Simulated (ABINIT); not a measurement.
The system is TaS2.

```xyz
3
Lattice="3.3500 0.0000 0.0000 -1.6750 2.9012 0.0000 0.0000 0.0000 5.8600" Properties=species:S:1:pos:R:3 pbc="T T T"
Ta    0.0000    0.0000    0.0000
S     1.6750    0.9671    4.3950
S     0.0000    1.9341    1.4650
```

* Program: ABINIT 10.8.3 (patched build)
* Task: single point
* Functional: PBE
* Potentials or basis: JTH PAW PBE v2.0
* Cutoff: 544 eV
* k mesh: 9 × 9 × 5
* Occupations: fermi-dirac, width 0.05 eV
* Spin: no spin polarisation

On this cell: pressure 9.0 GPa; largest force 1.227 eV/Å; band gap on the k mesh none (metal or under the smearing width).

The same run follows on a disturbed copy (atoms moved at random, drawn with an rms of 0.05 Å):

```xyz
3
Lattice="3.3500 0.0000 0.0000 -1.6750 2.9012 0.0000 0.0000 0.0000 5.8600" Properties=species:S:1:pos:R:3 pbc="T T T"
Ta    0.0133    0.0009    0.0124
S     1.6748    0.9637    4.3864
S    -0.0254    1.9278    1.4405
```

Question: What does the disturbed cell give?

Answer: The energy (extrapolated to zero smearing) moves by +12.6 meV/atom; pressure 9.9 GPa; largest force 1.788 eV/Å; band gap on the k mesh none (metal or under the smearing width).

Forces in eV/Å, atoms in the order of the input:
```
Ta  -0.309 -0.055 -0.759
S    0.015  0.019 -1.005
S    0.294  0.036  1.764
```

Stress tensor (GPa, compression positive):
```
 8.12 -0.66  1.07
-0.66  8.29  0.08
 1.07  0.08 13.24
```

Caveats: this functional lacks dispersion, which binds the layers, so the pressure and a relaxed spacing across them are unreliable (some runs); forces of over 1 eV/Å show positions far from the minimum, so gaps and moduli don't describe the material at rest (some runs).
